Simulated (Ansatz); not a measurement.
# CsCl: how the settings move a single-point run

Aim: see which settings change the result for CsCl, by how much, and at what cost.

Computed with Ansatz 0.2.0 (reference: DFT, r2SCAN, plane waves, PAW, unless a step's input says otherwise).

1 further run of the same task is left out (for a known fault of the program).

## 1. The structure to begin with

Symmetry: Pm-3m, No. 221, cubic system. Conventional cell: a = 4.137 Å, b = 4.137 Å, c = 4.137 Å, α = 90.00°, β = 90.00°, γ = 90.00°. Cs (site symmetry m-3m) has 8 Cl at 3.58 Å as nearest neighbours. Cl (site symmetry m-3m) is surrounded by 8 Cs at 3.58 Å.

Coordinates:

```cif
data_structure
_symmetry_space_group_name_H-M 'Pm-3m'
_symmetry_Int_Tables_number 221
_cell_length_a 4.1368
_cell_length_b 4.1368
_cell_length_c 4.1368
_cell_angle_alpha 90.000
_cell_angle_beta 90.000
_cell_angle_gamma 90.000
_cell_volume 70.80
loop_
_atom_site_label
_atom_site_type_symbol
_atom_site_symmetry_multiplicity
_atom_site_Wyckoff_symbol
_atom_site_fract_x
_atom_site_fract_y
_atom_site_fract_z
_atom_site_occupancy
Cs1 Cs 1 a 0.00000 0.00000 0.00000 1
Cl1 Cl 1 b 0.50000 0.50000 0.50000 1
```

## 2. The reference run

input.yaml

```yaml
crystal:
  lattice:
    - [4.136832457, 0.0, 0.0]
    - [0.0, 4.136832457, 0.0]
    - [0.0, 0.0, 4.136832457]
  atoms:
    - { symbol: Cs, position: [0.0, 0.0, 0.0] }
    - { symbol: Cl, position: [0.5, 0.5, 0.5] }
kpoints:
  mp_grid: { grid: [4, 4, 4] }
hamiltonian:
  xc: r2scan
scf:
  occupations: { method: fixed }
  n_extra_bands: 4
output:
  forces: true
  stress: true
  eigenvalues: true
```

Started as:

```sh
ansatz run input.yaml --threads 4 --pin off --max-ram 5529MiB --backend cpu --events-out ev --progress --plain --runs-dir out
```

## 3. Variant: occupations.method methfessel_paxton, occupations.width 0.5

Edit input.yaml of step 2 so:

```diff
@@ -13,3 +13,3 @@
 scf:
-  occupations: { method: fixed }
+  occupations: { method: methfessel_paxton, width: 0.5 }
   n_extra_bands: 4
```

## 4. Changed: occupations.method tetrahedron

Edit input.yaml of step 2 so:

```diff
@@ -13,3 +13,3 @@
 scf:
-  occupations: { method: fixed }
+  occupations: { method: tetrahedron }
   n_extra_bands: 4
```

## 5. Variant: occupations.method gaussian, occupations.width 0.5

Edit input.yaml of step 2 so:

```diff
@@ -13,3 +13,3 @@
 scf:
-  occupations: { method: fixed }
+  occupations: { method: gaussian, width: 0.5 }
   n_extra_bands: 4
```

## 6. Changing settings: mixing.ndim 2

Edit input.yaml of step 2 so:

```diff
@@ -15,2 +15,4 @@
   n_extra_bands: 4
+  mixing: { ndim: 2 }
+  max_iter: 51
 output:
```

## 7. Variant: occupations.method methfessel_paxton, occupations.width 0.05

Edit input.yaml of step 2 so:

```diff
@@ -13,3 +13,3 @@
 scf:
-  occupations: { method: fixed }
+  occupations: { method: methfessel_paxton, width: 0.05 }
   n_extra_bands: 4
```

## 8. Changing settings: exchange pbe, correlation pbe, coeff 0.15, omega 0.1

Edit input.yaml of step 2 so:

```diff
@@ -11,3 +11,3 @@
 hamiltonian:
-  xc: r2scan
+  xc: { exchange: pbe, correlation: pbe, exx: { coeff: 0.15, omega: 0.1 } }
 scf:
```

Q: Predict the outcome of this session. Wanted: for each run, ending; energy change; pressure; gap; force.

As calculated:

| run | ending | energy change | pressure (GPa) | gap (eV) | force (eV/Å) | cycles | time |
| --- | --- | --- | --- | --- | --- | --- | --- |
| reference | converged | 0 | 0.1 | 5.91 | 0.00 | 6 | 0.81 s |
| 1: occupations.method methfessel_paxton, occupations.width 0.5 | converged | 0.0 meV/atom (σ→0) | 0.1 | 5.91 | 0.00 | 5 | 0.77 s |
| 2: occupations.method tetrahedron | converged | 0.0 meV/atom (σ→0) | 0.1 | 5.91 | 0.00 | 5 | 0.76 s |
| 3: occupations.method gaussian, occupations.width 0.5 | converged | 0.0 meV/atom (σ→0) | 0.1 | 5.91 | 0.00 | 6 | 0.81 s |
| 4: mixing.ndim 2 | converged | 0.0 meV/atom | 0.1 | 5.91 | 0.00 | 6 | 0.8 s |
| 5: occupations.method methfessel_paxton, occupations.width 0.05 | converged | 0.0 meV/atom (σ→0) | 0.1 | 5.91 | 0.00 | 5 | 0.78 s |
| 6: exchange pbe, correlation pbe, coeff 0.15, omega 0.1 | converged | not comparable | 0.6 | 6.22 | 0.00 | 9 | 6.9 s |

Residual by cycle in the longest SCF loop of each run; runs are numbered as in the table. The quantity is the density residual dr2, in eV.

| cycle | reference | run 1 | run 2 | run 3 | run 4 | run 5 | run 6 |
| --- | --- | --- | --- | --- | --- | --- | --- |
| 1 | 0.00888 | 0.00888 | 0.00888 | 0.00888 | 0.00888 | 0.00888 | 0.00163 |
| 2 | 9.4e-4 | 9.3e-4 | 9.3e-4 | 9.3e-4 | 0.00207 | 9.3e-4 | 2.2e-4 |
| 3 | 7.9e-5 | 6.9e-5 | 7.2e-5 | 6.9e-5 | 6.8e-5 | 6.9e-5 | 5.4e-5 |
| 4 | 1.1e-5 | 1.0e-5 | 1.2e-5 | 1.0e-5 | 5.6e-6 | 1.0e-5 | 1.9e-6 |
| 5 | 9.2e-8 | 5.0e-8 | 7.6e-8 | 5.1e-8 | 5.1e-7 | 5.1e-8 | 1.4e-7 |
| 6 | 1.6e-9 | - | - | 9.9e-10 | 2.8e-8 | - | - |

What this shows: Of the converged runs whose energies compare with the reference's, none moves it noticeably. Of the variants the dearest is «exchange pbe, correlation pbe, coeff 0.15, omega 0.1» (6.9 s), the cheapest «occupations.method tetrahedron» (0.76 s), on a shared host. The gap of the reference lacks spin-orbit coupling, though the cell holds Cs.
